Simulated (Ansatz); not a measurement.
# NaI: stable or not

It comes from a database structure that was distorted and then relaxed.

Method: DFT PBE, scalar-relativistic, plane waves, PAW (Ansatz 0.2.0). Plane waves to 420 eV, a 6×6×6 mesh through Γ for the 2-atom cell and 0.02 eV Gaussian smearing; no spin polarisation.

```
Na I
1.0
     0.00000    3.26453    3.26453
     3.26453    0.00000    3.26453
     3.26453    3.26453    0.00000
Na I
1 1
Direct
  0.00000 0.00000 0.00000
  0.50000 0.50000 0.50000
```

Energies over the elements count from the elements' standard structures at the same level, with no fitted energy shifts.

Question: These tests were run: energy against the elements; random kick, then relaxation without symmetry; phonons on a 4×4×4 q mesh. What do they show?

Answer:

| test | result |
| --- | --- |
| energy against the elements | −1.280 eV/atom |
| random kick, then relaxation without symmetry | returns |
| phonons on a 4×4×4 q mesh | no imaginary mode on the mesh |

It fails none of these tests. Competing phases weren't compared here.

Spin–orbit coupling, which can matter for I, is left out. The reference form of I is held partly by dispersion forces, which this level lacks. The kick test ran on a coarse mesh. The run for the phonons used an 8×8×8 k mesh.
